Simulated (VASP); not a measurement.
# SrO (Fm-3m) in VASP: a run that goes wrong, beside a sound one

A flawed run on SrO and a sound one for comparison.

All numbers are computed with VASP 6.6.1; they aren't measurements. Logs are shortened: lines on timing, memory, paths and dates and some standing lists are left out, and cuts for length are marked.

## (1) The crystal as given

It takes space group Fm-3m (No. 225, cubic). The conventional cell has a = 5.133 Å, b = 5.133 Å, c = 5.133 Å, α = 90.00°, β = 90.00°, γ = 90.00°. Sr (site symmetry m-3m) is surrounded by 6 O at 2.57 Å. O (site symmetry m-3m) is surrounded by 6 Sr at 2.57 Å.

## (2) A run with an altered input

INCAR

```
PREC = Accurate
ENCUT = 520
EDIFF = 1E-6
ISMEAR = -1
SIGMA = 0.05
LREAL = F
LASPH = T
NELM = 59
ALGO = Normal
ISIF = 2
LWAVE = F
LCHARG = F
GGA = CA
LDAU = T
LDAUTYPE = 2
LDAUL = 2 2 2 2 2
LDAUU = 4
```

KPOINTS

```
Automatic mesh
0
Gamma
  9 9 9
```

POSCAR

```
SrO
1.0
    0.0000000000      2.5663000000      2.5663000000
    2.5663000000      0.0000000000      2.5663000000
    2.5663000000      2.5663000000      0.0000000000
Sr O
1 1
Direct
    0.5000000000      0.5000000000      0.5000000000
    0.0000000000      0.0000000000      0.0000000000
```

KPOINTS_OPT

```
path GXWKGLUWLK,UX
10
line-mode
reciprocal
 0.0000000000  0.0000000000  0.0000000000  G
 0.5000000000  0.0000000000  0.5000000000  X

 0.5000000000  0.0000000000  0.5000000000  X
 0.5000000000  0.2500000000  0.7500000000  W

 0.5000000000  0.2500000000  0.7500000000  W
 0.3750000000  0.3750000000  0.7500000000  K

 0.3750000000  0.3750000000  0.7500000000  K
 0.0000000000  0.0000000000  0.0000000000  G

 0.0000000000  0.0000000000  0.0000000000  G
 0.5000000000  0.5000000000  0.5000000000  L

 0.5000000000  0.5000000000  0.5000000000  L
 0.6250000000  0.2500000000  0.6250000000  U

 0.6250000000  0.2500000000  0.6250000000  U
 0.5000000000  0.2500000000  0.7500000000  W

 0.5000000000  0.2500000000  0.7500000000  W
 0.5000000000  0.5000000000  0.5000000000  L

 0.5000000000  0.5000000000  0.5000000000  L
 0.3750000000  0.3750000000  0.7500000000  K

 0.6250000000  0.2500000000  0.6250000000  U
 0.5000000000  0.0000000000  0.5000000000  X
```

Potentials or basis: VASP PAW LDA potentials, release 64 (Sr_sv, O).

Command:

```sh
$ cat potpaw_LDA.64/Sr_sv/POTCAR potpaw_LDA.64/O/POTCAR > POTCAR
$ mpirun -np 1 vasp_std > vasp.out
```

OUTCAR:

```text
PREC = Accurate
   ENCUT = 520
   EDIFF = 1E-6
   ISMEAR = -1
   LREAL = F
   LASPH = T
   NELM = 59
   ISIF = 2
   GGA = CA
```

On the terminal:

```text
POSCAR found type information on POSCAR SrO
 POSCAR found :  2 types and       2 ions
[... 17 lines left out ...]

1
```

stdout:

```text
POSCAR found type information on POSCAR SrO
 POSCAR found :  2 types and       2 ions
 scaLAPACK will be used
 -----------------------------------------------------------------------------
|                                                                             |
|     EEEEEEE  RRRRRR   RRRRRR   OOOOOOO  RRRRRR      ###     ###     ###     |
|     E        R     R  R     R  O     O  R     R     ###     ###     ###     |
|     E        R     R  R     R  O     O  R     R     ###     ###     ###     |
|     EEEEE    RRRRRR   RRRRRR   O     O  RRRRRR       #       #       #      |
|     E        R   R    R   R    O     O  R   R                               |
|     E        R    R   R    R   O     O  R    R      ###     ###     ###     |
|     EEEEEEE  R     R  R     R  OOOOOOO  R     R     ###     ###     ###     |
|                                                                             |
|     Error reading item LDAUU from file INCAR.                               |
|     Error code was IERR= 5 ... .                                            |
|                                                                             |
|       ---->  I REFUSE TO CONTINUE WITH THIS SICK JOB ... BYE!!! <----       |
|                                                                             |
 -----------------------------------------------------------------------------

1
```

It took 0.5 s on 1 thread of Intel Xeon Platinum 8259CL at 2.50GHz (Skylake/Cascade Lake), shared host.

The program refused the input. What is wrong with the input: wrong count of Hubbard values (LDAU = yes; LDAUTYPE = 2; LDAUL = 2 2 2 2 2; LDAUU = 4).

## (3) Band structure, LDA, spin-orbit coupling, no magnetisation

INCAR

```
ALGO = Fast ; EDIFF = 1E-7
ENCUT = 520 ; GGA_COMPAT = F
ISIF = 2 ; ISMEAR = 0
KPAR = 2 ; LASPH = T
LCHARG = F ; LORBIT = 11
LREAL = F ; LSORBIT = T
LWAVE = F ; MAGMOM = 0 0 0 0 0 0
NELM = 100 ; PREC = Accurate
SIGMA = 0.02
```

KPOINTS

```
k-points
0
Gamma
  8 8 8
```

POSCAR is that of step 2.

KPOINTS_OPT is that of step 2.

Potentials or basis: VASP PAW LDA potentials, release 64 (Sr_sv, O).

Command:

```sh
$ cat potpaw_LDA.64/Sr_sv/POTCAR potpaw_LDA.64/O/POTCAR > POTCAR
$ mpirun -np 2 vasp_ncl > vasp.out
```

Wall time 58 s (2 MPI ranks of Intel Xeon 6975P-C (Granite Rapids), shared host); peak memory 0.24 GiB.

It converged, with:

| Item | Value |
| --- | --- |
| Free energy | -13.4749 eV |
| Pressure | -3.1 GPa |
| Valence electrons inside the program's atomic spheres | Sr 8.12; O 4.94 |
